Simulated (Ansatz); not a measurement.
# ZnS (Wurtzite-4H) (P6_3mc) in Ansatz: further runs

The runs below take ZnS (Wurtzite-4H) through single point, equation of state, with m-r2SCAN.

Everything below comes from runs of Ansatz 0.2.0. Logs are shortened: lines on timing, memory, paths and dates and some standing lists are left out, and cuts for length are marked.

### Step 1. The crystal as given

The structure is hexagonal, space group P6_3mc (No. 186). The conventional cell has a = 3.823 Å, b = 3.823 Å, c = 12.520 Å, α = 90.00°, β = 90.00°, γ = 120.00°. Zn (site symmetry 3m) has 4 S at 2.34 to 2.35 Å as nearest neighbours. Zn (site symmetry 3m) has 4 S at 2.34 to 2.35 Å as nearest neighbours. Around S (site symmetry 3m) lie 4 Zn at 2.34 to 2.35 Å. S (site symmetry 3m) is surrounded by 4 Zn at 2.34 to 2.35 Å.

### Step 2. Single point, m-r2SCAN, 18.62 Å³/atom (volume scaled by 0.94)

Input file input.yaml:

```yaml
crystal:
  lattice:
    - [3.7446638178, 0.0, 0.0]
    - [-1.8723319089, 3.2429739948, 0.0]
    - [0.0, 0.0, 12.2644180811]
  atoms:
    - { symbol: Zn, position: [0.6666666667, 0.3333333333, 0.75] }
    - { symbol: Zn, position: [0.3333333333, 0.6666666667, 0.25] }
    - { symbol: Zn, position: [0.0, 0.0, 0.5] }
    - { symbol: Zn, position: [0.0, 0.0, 0.0] }
    - { symbol: S, position: [0.6666666667, 0.3333333333, 0.9375] }
    - { symbol: S, position: [0.3333333333, 0.6666666667, 0.4375] }
    - { symbol: S, position: [0.0, 0.0, 0.6875] }
    - { symbol: S, position: [0.0, 0.0, 0.1875] }
hamiltonian:
  xc: mr2scan
  pseudopotentials: { kind: paw }
kpoints:
  mp_grid: { grid: [8, 8, 3] }
scf:
  occupations: { method: fermi_dirac, width: 0.05 }
output:
  forces: true
  stress: true
  eigenvalues: true
```

Potentials or basis: Ansatz PAW.

Started as:

```bash
ansatz run input.yaml --threads 2 --pin off --max-ram 5120MiB --backend cpu --events-out ev --progress --plain --runs-dir out
```

The log of the run:

```text
Warning: RAYON_NUM_THREADS=2 ignored (pool sized by the plan → 2); use --threads N
Engine: ansatz 0.2.0, aarch64-unknown-linux-gnu
Pseudopotentials: kind: paw
Pseudopotential: Zn, paw, valence charge 12, recommended cutoff 500 eV (meta_gga), Zn.paw.azcp
Pseudopotential: S, paw, valence charge 6, recommended cutoff 500 eV (meta_gga), S.paw.azcp
Functional definition: m-r2SCAN
  exchange = m_r2scan_x
  correlation = m_r2scan_c
Crystal: 8 atoms, lattice volume = 148.937 Å³
Basis set: ecut = 500 eV, 3765 PW (Γ), exchange–correlation on 120×120×360 points (64 copies of the dense FFT grid, shifted against one another)
Bands: 44, of which v1, the nominal top of the filled ones, is band 36 counted from 1 (35 counted from 0)
Symmetry: 12 space group operations
Space group: P63mc (ITA 186), of the structure as read, at distance tolerance 5.3e-5 Å
k-points: 20 of 192 (time reversal used)
Non-local potential: Zn, projectors of the file, l = 0: 2, l = 1: 2, l = 2: 3, l = 3: 1
Non-local potential: S, projectors of the file, l = 0: 2, l = 1: 2, l = 2: 2
PAW form: soft (Blöchl's): semilocal exchange-correlation on the pseudo side does not see the compensation charge
PAW frozen core: Zn, regenerated for the run's functional (the file was generated under x = pbe(κ = 0.804, μ = 0.2195149727645171), c = pbe(β = 0.06672455060314922))
PAW frozen core: S, regenerated for the run's functional (the file was generated under x = pbe(κ = 0.804, μ = 0.2195149727645171), c = pbe(β = 0.06672455060314922))
PAW one-centre angular grid: Zn, 590 points (default); XC on 215 of its mesh's 2673 points in the sphere
PAW one-centre angular grid: S, 302 points (default); XC on 160 Gauss nodes
Initial density: superposition of atomic densities (neutral atoms: chi_scale 0, normalization atom), corrected by the library's trained network
Initial wavefunctions: pseudopotential atomic-orbital guess
Functional: x = mr2scan, c = mr2scan; τ floored in thin density (d = 2e-4 eV/Å³)
SCF iter   1: F=—  HF=-16933.689099 eV  |F-HF|=—  |Δ(HF+E_count)|=         —  Δρ=1.58e-2  dr2=1.87e-1  dr2_τ=3.21e-2  ethr=1.77e-3  ⟨swp⟩=9.3  Hψ=4453  notcnv=0
preconditioner: auto → Resta (q_TF=auto, 2.417 Å⁻¹)  ε∞=5.9  [insulator: Δε(μ)=2.966 eV  Ē_g=11.698 eV  σ=0.050 eV  W_gap=1.00  n_scr=38 (ndim 8)  ℏωp=25.8 eV  f_vac=0.024  D(μ)=0.00/eV (n_scr^D=0)  ε∞_Penn≈5.9]
SCF iter   2: F=—  HF=-16933.698951 eV  |F-HF|=—  |Δ(HF+E_count)|=   9.85e-3  Δρ=2.42e-3  dr2=5.00e-3  dr2_τ=1.08e-3  ethr=2.60e-4  ⟨swp⟩=2.5  Hψ=1812  notcnv=0  defer=52
SCF iter   3: F=—  HF=-16933.692226 eV  |F-HF|=—  |Δ(HF+E_count)|=   6.72e-3  Δρ=3.32e-3  dr2=7.68e-3  dr2_τ=5.87e-5  ethr=6.94e-6  ⟨swp⟩=2.0  Hψ=1572  notcnv=0  defer=32
automatic band count: iteration 3 solves 43 bands in place of 44: the levels show a gap, and the empty bands left out lie too high to hold charge; the band table lists the bands solved (type scf.n_extra_bands for more)
SCF iter   4: F=—  HF=-16933.691609 eV  |F-HF|=—  |Δ(HF+E_count)|=   6.17e-4  Δρ=6.60e-4  dr2=3.54e-4  dr2_τ=1.52e-5  ethr=6.94e-6  ⟨swp⟩=2.0  Hψ=1484  notcnv=0  defer=32
SCF iter   5: F=—  HF=-16933.691662 eV  |F-HF|=—  |Δ(HF+E_count)|=   5.30e-5  Δρ=1.56e-4  dr2=2.89e-5  dr2_τ=9.32e-7  ethr=4.92e-7  ⟨swp⟩=2.0  Hψ=1537  notcnv=0  defer=32
SCF iter   6: F=—  HF=-16933.691696 eV  |F-HF|=—  |Δ(HF+E_count)|=   3.36e-5  Δρ=4.72e-5  dr2=2.32e-6  dr2_τ=1.10e-8  ethr=4.02e-8  ⟨swp⟩=2.0  Hψ=1548  notcnv=0  defer=32
SCF iter   7: F=—  HF=-16933.691697 eV  |F-HF|=—  |Δ(HF+E_count)|=   8.73e-7  Δρ=2.77e-5  dr2=7.00e-7  dr2_τ=6.62e-9  ethr=3.22e-9  ⟨swp⟩=2.0  Hψ=1468  notcnv=0  defer=32
SCF iter   8: F=-16933.691696 eV  HF=-16933.691696 eV  |F-HF|=1.05e-8  |Δ(HF+E_count)|=   4.44e-7  Δρ=6.91e-6  dr2=6.03e-8  dr2_τ=1.22e-9  ethr=1.39e-10  ⟨swp⟩=7.4  Hψ=4219  notcnv=0
SCF 1 converged in 8 iterations: F = -16933.691696 eV  dr2 = 6.03e-8
SCF converged after 8 iterations
Free energy (F): -16933.691696 eV
Harris-Foulkes:  -16933.691696 eV  (|F-HF|=1.05e-8)
Internal energy: -16933.691696 eV  (E = F + TS)
E sigma→0 (E₀):  -16933.691696 eV
Fermi energy:    7.825161 eV
--- Per-component energies (eV) ---
  E_band       = 30.784562
  E_kinetic    = 955.953147
  E_local      = -8040.390462  (includes V_loc(G=0)·N_el)
  E_nonlocal   = 2584.671007
  E_hartree    = 3378.931281
  E_xc         = -866.476500
  E_vxc        = -597.541807  (∫ρ·V_xc dr)
  E_paw        = -9837.053879  (= ΣΔE_a)
  E_vpaw       = -1659.300152  (= ΣTr[D̂ρ^β])
  E_aug_tail   = -0.000136  (compensation charges beyond the density's cutoff)
  E_vtau       = 29.528507  (kinetic-family band-sum trace: ∫τ·v_τ [+ j·A + Jᵃ·Aᵃ] dr)
  E_ewald      = -5108.156611
  E_core_change = -1.169542  (= ΣΔE_core)
  E_smearing   = -0.000000  (= −TS)
  E_closure    = -0.000000  (closes the sum)
  Σ components = -16933.691696   (vs F -16933.691696, Δ=0.00e0)
--- Forces (eV/Å), atoms counted from 1 ---
  atom   1  Zn    -0.00000000     0.00000000     0.01456940
  atom   2  Zn     0.00000000    -0.00000000     0.01456940
  atom   3  Zn     0.00000000     0.00000000     0.03797185
  atom   4  Zn     0.00000000    -0.00000000     0.03797185
  atom   5  S      0.00000000     0.00000000     0.00672398
  atom   6  S      0.00000000    -0.00000000     0.00672398
  atom   7  S      0.00000000    -0.00000000    -0.05925562
  atom   8  S      0.00000000     0.00000000    -0.05925562
  max |Σ_I F_I| component: 1.92e-5 eV/Å
--- Stress (GPa, compression-positive) ---
        4.434784       0.000000      -0.000000
       -0.000000       4.434784       0.000000
        0.000000       0.000000       4.286344
  P = ⅓ Tr σ = 4.3853 GPa (43.853 kbar)
--- Band table (eV; the first three rows and the last of 20) ---
  k-point 0: bands = ["-7.8268", "-7.3535", "-7.3405", "-6.7668", "-0.4476", "-0.4432", "-0.4432", "-0.4284", "-0.4121", "-0.3968", "-0.3968", "-0.3691", "-0.3691", "-0.3253", "-0.3253", "0.1407", "0.1407", "0.1492", "0.1492", "0.1840", "0.1840", "0.2028", "0.2028", "0.3486", "0.5177", "3.2837", "3.3035", "5.3144", "5.3144", "5.7671", "5.7671", "5.7863", "5.7863", "6.2554", "6.3013", "6.3013", "9.2813", "10.1044", "10.3811", "10.6544", "13.0584", "13.0584", "13.1857"]
  k-point 1: bands = ["-7.7669", "-7.5969", "-7.0725", "-6.8523", "-0.4524", "-0.4513", "-0.4354", "-0.4354", "-0.4149", "-0.4149", "-0.3517", "-0.3517", "-0.3326", "-0.3326", "-0.3064", "-0.0481", "0.1429", "0.1429", "0.1472", "0.1472", "0.1887", "0.1887", "0.1981", "0.1981", "1.1684", "2.1381", "4.5343", "5.3737", "5.3737", "5.5395", "5.5395", "5.6829", "6.0292", "6.0292", "6.2261", "6.2261", "9.7410", "10.1665", "10.2665", "10.4601", "13.0802", "13.1216", "13.1461"]
  k-point 2: bands = ["-7.7086", "-7.2551", "-7.2422", "-6.7005", "-0.4602", "-0.4476", "-0.4272", "-0.4213", "-0.4187", "-0.3667", "-0.3540", "-0.3402", "-0.3389", "-0.3128", "-0.2891", "0.1133", "0.1221", "0.1308", "0.1563", "0.1593", "0.1825", "0.1856", "0.2101", "0.4292", "0.6780", "3.2507", "3.2696", "4.5137", "5.0409", "5.0761", "5.1198", "5.4659", "5.5541", "5.5668", "6.1059", "6.1557", "10.0309", "10.8047", "11.0421", "11.3624", "12.5470", "12.6979", "12.9066"]
  k-point 19: bands = ["-6.5809", "-6.5483", "-6.4683", "-6.4421", "-0.3767", "-0.3656", "-0.2730", "-0.2496", "-0.2273", "-0.2123", "-0.1519", "-0.1198", "-0.0108", "0.0067", "0.0521", "0.0811", "0.1359", "0.1432", "0.1696", "0.1906", "0.3868", "0.4193", "0.4860", "0.5139", "1.1759", "1.2303", "1.4796", "1.5548", "2.6761", "2.8087", "3.3847", "3.5886", "3.8872", "4.2866", "4.6429", "4.6515", "11.0539", "11.0852", "11.7532", "12.2505", "12.7765", "12.8789", "13.0845"]
```

It took 11 s on 2 threads of Arm Neoverse V2, shared host; peak memory 0.7 GiB.

Results:

* Free energy: -16933.6917 eV
* Pressure: 4.4 GPa
* Largest force: 0.059 eV/Å
* Band gap on the k mesh: 2.98 eV, direct

Caveat: odd divisions of the mesh miss points on the zone boundary, where band edges often lie, so the gap on the mesh can be too wide; the PAW data sets come from PBE, with cores solved anew for the run's functional, which leaves a small shift of forces and pressure.

### Step 3. Single point, m-r2SCAN, 19.01 Å³/atom (volume scaled by 0.96)

Edit input.yaml of step 2 so:

```diff
@@ -2,5 +2,5 @@
   lattice:
-    - [3.7446638178, 0.0, 0.0]
-    - [-1.8723319089, 3.2429739948, 0.0]
-    - [0.0, 0.0, 12.2644180811]
+    - [3.7710355586, 0.0, 0.0]
+    - [-1.8855177793, 3.2658125923, 0.0]
+    - [0.0, 0.0, 12.3507900682]
   atoms:
```

Potentials or basis: Ansatz PAW.

Started as:

```bash
ansatz run input.yaml --threads 2 --pin off --max-ram 5120MiB --backend cpu --events-out ev --progress --plain --runs-dir out
```

Wall time 10 s (2 threads of Arm Neoverse V2, shared host); peak memory 0.72 GiB.

The run converged. Its results:

```yaml
Free_energy: -16933.7587 eV
Pressure: 2.4 GPa
Largest_force: 0.053 eV/Å
Band_gap_on_the_k_mesh: 2.88 eV, direct
```

Caveat: odd divisions of the mesh miss points on the zone boundary, where band edges often lie, so the gap on the mesh can be too wide; the PAW data sets come from PBE, with cores solved anew for the run's functional, which leaves a small shift of forces and pressure.

### Step 4. Single point, m-r2SCAN, 19.41 Å³/atom (volume scaled by 0.98)

Edit input.yaml of step 3 so:

```diff
@@ -2,5 +2,5 @@
   lattice:
-    - [3.7710355586, 0.0, 0.0]
-    - [-1.8855177793, 3.2658125923, 0.0]
-    - [0.0, 0.0, 12.3507900682]
+    - [3.7970435223, 0.0, 0.0]
+    - [-1.8985217611, 3.2883361495, 0.0]
+    - [0.0, 0.0, 12.4359706225]
   atoms:
```

Started as:

```bash
ansatz run input.yaml --threads 2 --pin off --max-ram 5120MiB --backend cpu --events-out ev --progress --plain --runs-dir out
```

Run time: 10 s. Hardware: 2 threads of Arm Neoverse V2, shared host; peak memory 0.73 GiB.

It converged, with:

| Quantity | Value |
| --- | --- |
| Free energy | -16933.7892 eV |
| Pressure | 0.7 GPa |
| Largest force | 0.048 eV/Å |
| Band gap on the k mesh | 2.78 eV, direct |

Caveat: odd divisions of the mesh miss points on the zone boundary, where band edges often lie, so the gap on the mesh can be too wide; the PAW data sets come from PBE, with cores solved anew for the run's functional, which leaves a small shift of forces and pressure.

### Step 5. Single point, m-r2SCAN, 19.81 Å³/atom

Edit input.yaml of step 4 so:

```diff
@@ -2,5 +2,5 @@
   lattice:
-    - [3.7970435223, 0.0, 0.0]
-    - [-1.8985217611, 3.2883361495, 0.0]
-    - [0.0, 0.0, 12.4359706225]
+    - [3.8227, 0.0, 0.0]
+    - [-1.91135, 3.310555311, 0.0]
+    - [0.0, 0.0, 12.52]
   atoms:
```

Started as:

```bash
ansatz run input.yaml --threads 2 --pin off --max-ram 5120MiB --backend cpu --events-out ev --progress --plain --runs-dir out
```

It took 12 s on 2 threads of Arm Neoverse V2, shared host; peak memory 0.73 GiB.

The run converged. Its results:

```
Free energy            : -16933.7867 eV
Pressure               : -0.9 GPa
Largest force          : 0.042 eV/Å
Band gap on the k mesh : 2.69 eV, direct
```

Caveat: odd divisions of the mesh miss points on the zone boundary, where band edges often lie, so the gap on the mesh can be too wide; the PAW data sets come from PBE, with cores solved anew for the run's functional, which leaves a small shift of forces and pressure.

### Step 6. Single point, m-r2SCAN, 20.20 Å³/atom (volume scaled by 1.02)

Edit input.yaml of step 5 so:

```diff
@@ -2,5 +2,5 @@
   lattice:
-    - [3.8227, 0.0, 0.0]
-    - [-1.91135, 3.310555311, 0.0]
-    - [0.0, 0.0, 12.52]
+    - [3.8480166318, 0.0, 0.0]
+    - [-1.9240083159, 3.3324801573, 0.0]
+    - [0.0, 0.0, 12.6029163237]
   atoms:
@@ -25 +25,5 @@
   eigenvalues: true
+  write_density: true
+  write_potential: true
+  elf: true
+  volumetric_format: npy
```

Potentials or basis: Ansatz PAW.

Started as:

```bash
ansatz run input.yaml --threads 2 --pin off --max-ram 5120MiB --backend cpu --events-out ev --progress --plain --runs-dir out
```

Run time: 16 s. Hardware: 2 threads of Arm Neoverse V2, shared host; peak memory 0.73 GiB.

The run converged. Its results:

- Free energy: -16933.7547 eV
- Pressure: -2.3 GPa
- Largest force: 0.038 eV/Å
- Band gap on the k mesh: 2.60 eV, direct

Caveat: odd divisions of the mesh miss points on the zone boundary, where band edges often lie, so the gap on the mesh can be too wide; the PAW data sets come from PBE, with cores solved anew for the run's functional, which leaves a small shift of forces and pressure.

### Step 7. Single point, m-r2SCAN, 20.60 Å³/atom (volume scaled by 1.04)

Edit input.yaml of step 6 so:

```diff
@@ -2,5 +2,5 @@
   lattice:
-    - [3.8480166318, 0.0, 0.0]
-    - [-1.9240083159, 3.3324801573, 0.0]
-    - [0.0, 0.0, 12.6029163237]
+    - [3.873004453, 0.0, 0.0]
+    - [-1.9365022265, 3.3541202452, 0.0]
+    - [0.0, 0.0, 12.6847557358]
   atoms:
@@ -25,5 +25 @@
   eigenvalues: true
-  write_density: true
-  write_potential: true
-  elf: true
-  volumetric_format: npy
```

Started as:

```bash
ansatz run input.yaml --threads 2 --pin off --max-ram 5120MiB --backend cpu --events-out ev --progress --plain --runs-dir out
```

It took 12 s on 2 threads of Arm Neoverse V2, shared host; peak memory 0.73 GiB.

It converged, with:

```
Free energy            : -16933.6963 eV
Pressure               : -3.6 GPa
Largest force          : 0.033 eV/Å
Band gap on the k mesh : 2.51 eV, direct
```

Caveat: odd divisions of the mesh miss points on the zone boundary, where band edges often lie, so the gap on the mesh can be too wide; the PAW data sets come from PBE, with cores solved anew for the run's functional, which leaves a small shift of forces and pressure.

### Step 8. Single point, m-r2SCAN, 20.99 Å³/atom (volume scaled by 1.06)

Edit input.yaml of step 7 so:

```diff
@@ -2,5 +2,5 @@
   lattice:
-    - [3.873004453, 0.0, 0.0]
-    - [-1.9365022265, 3.3541202452, 0.0]
-    - [0.0, 0.0, 12.6847557358]
+    - [3.8976739363, 0.0, 0.0]
+    - [-1.9488369681, 3.3754846444, 0.0]
+    - [0.0, 0.0, 12.7655525367]
   atoms:
```

Started as:

```bash
ansatz run input.yaml --threads 2 --pin off --max-ram 5120MiB --backend cpu --events-out ev --progress --plain --runs-dir out
```

Wall time 12 s (2 threads of Arm Neoverse V2, shared host); peak memory 0.74 GiB.

The run converged. Its results:

```
Free energy            : -16933.6140 eV
Pressure               : -4.7 GPa
Largest force          : 0.029 eV/Å
Band gap on the k mesh : 2.42 eV, direct
```

Caveat: odd divisions of the mesh miss points on the zone boundary, where band edges often lie, so the gap on the mesh can be too wide; the PAW data sets come from PBE, with cores solved anew for the run's functional, which leaves a small shift of forces and pressure.

### Step 9. Equation of state, m-r2SCAN

Potentials or basis: Ansatz PAW.

This step only gathers the single runs of the series.

Results:

- Equilibrium volume: 19.57 Å³/atom
- Bulk modulus at fixed shape and positions: 78 GPa
- Pressure derivative of the bulk modulus: 4.3

Energy against volume, from the lowest point:
```csv
volume (Å³/atom),energy (meV/atom)
18.617,12.18
19.013,3.80
19.409,0.00
19.805,0.31
20.202,4.31
20.598,11.61
20.994,21.89
```

Caveat: the cell was scaled at fixed shape and fractional positions, which overstates the stiffness of a crystal with free parameters, most of all of layers and chains; the PAW data sets were made with another functional, which shifts forces and pressure a little.
